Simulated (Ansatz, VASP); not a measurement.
Te: VASP beside Ansatz

Contents of INCAR:

```
SYSTEM = Te
PREC = Accurate
ENCUT = 520
EDIFF = 1E-6
ISMEAR = -1
SIGMA = 0.08
LREAL = .FALSE.
LASPH = .TRUE.
NELM = 80
ALGO = Normal
ISIF = 2
LWAVE = .FALSE.
LCHARG = .FALSE.
GGA = CA
NBANDS = 16
```

The input KPOINTS:

```
Automatic mesh
0
G
  9 9 6
  0 0 0
```

File POSCAR:

```
Te
1.0
    4.4875234943      0.0000000000      0.0000000000
   -2.2437617472      3.8863093462      0.0000000000
    0.0000000000      0.0000000000      5.9642395541
Te
3
Direct
    0.7450000000      0.0000000000      0.3333333333
    0.0000000000      0.7450000000      0.6666666667
    0.2550000000      0.2550000000      0.0000000000
```

Input for Ansatz:

```yaml
crystal:
  lattice:
    - [4.4875234943, 0.0, 0.0]
    - [-2.2437617472, 3.8863093462, 0.0]
    - [0.0, 0.0, 5.9642395541]
  atoms:
    - { symbol: Te, position: [0.745, 0.0, 0.3333333333] }
    - { symbol: Te, position: [0.0, 0.745, 0.6666666667] }
    - { symbol: Te, position: [0.255, 0.255, 0.0] }
kpoints:
  mp_grid: { grid: [9, 9, 6] }
  band_path:
    path:
      - [0.0, 0.0, 0.0]
      - [0.5, 0.0, 0.0]
      - [0.3333333333, 0.3333333333, 0.0]
      - [0.0, 0.0, 0.0]
      - [0.0, 0.0, 0.5]
      - [0.5, 0.0, 0.5]
      - [0.3333333333, 0.3333333333, 0.5]
      - [0.0, 0.0, 0.5]
      - [0.5, 0.0, 0.5]
    npoints: 5
scf:
  occupations: { method: fermi_dirac, width: 0.08 }
hamiltonian:
  xc: lda
  pseudopotentials: { kind: all_electron, lapw: { basis_error: 0.0005 } }
output:
  forces: true
  stress: true
  eigenvalues: true
```

Change from the starting cell: volume scaled by 1.02.

Alike in both runs: task single point; functional LDA; k mesh 9 × 9 × 6; occupations fermi-dirac, width 0.08 eV; no spin polarisation.

|  | VASP | Ansatz |
| --- | --- | --- |
| version | VASP 6.6.1 | Ansatz 0.2.0 |
| potentials or method | VASP PAW LDA potentials, release 64 (Te) | all-electron LAPW, scalar-relativistic |
| plane-wave cutoff (eV) | 520 | see its input |

Ansatz gave:

| Item | Value |
| --- | --- |
| pressure (GPa) | -1.2 |
| largest component of the traceless stress (GPa) | 0.03 |
| rms of the force components (eV/Å) | 0.200 |

**Question.** What did VASP give for the same quantities?

**Answer.** Pressure (GPa): -1.1; largest component of the traceless stress (GPa): 0.12; rms of the force components (eV/Å): 0.222.

Atom by atom the forces differ by 0.022 eV/Å (rms over components). Ansatz ran all-electron here, so the differences hold the error of VASP's frozen core and of both bases.

The runs have no spin-orbit coupling, so splittings on Te are missing.
